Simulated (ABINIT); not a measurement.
Cu:

```
CELL_PARAMETERS angstrom
0.00000 1.80750 1.80750
1.80750 0.00000 1.80750
1.80750 1.80750 0.00000
ATOMIC_POSITIONS crystal
Cu 0.00000 0.00000 0.00000
```

Base run:

- Program: ABINIT 10.8.3 (patched build)
- Functional: PW91
- Potentials or basis: PseudoDojo NC SR PBE v0.4.1 standard
- Cutoff: 1252 eV
- k mesh: 13 × 13 × 13
- Occupations: fermi-dirac, width 0.05 eV
- Spin: no spin polarisation

Its results: band gap on the k mesh none (metal or under the smearing width); pressure 0.9 GPa.

Problem. After a change of settings the same cell gave: band gap on the k mesh none (metal or under the smearing width); pressure 4.6 GPa. Which change was it?
A. functional from PW91 to WC; potentials or basis from PseudoDojo NC SR PBE v0.4.1 standard to PseudoDojo NC SR PBEsol v0.4.1 standard
B. functional from PW91 to LDA; potentials or basis from PseudoDojo NC SR PBE v0.4.1 standard to PseudoDojo NC SR LDA v0.4 stringent; cutoff from 1252 eV to 1524 eV
C. functional from PW91 to OLYP

Solution. C.

OLYP binds less tightly than PW91, so the same cell stands under more pressure.

Caveats: the potentials were made for another functional, which shifts forces and pressure.

Runs at the PBE level aren't shown here.
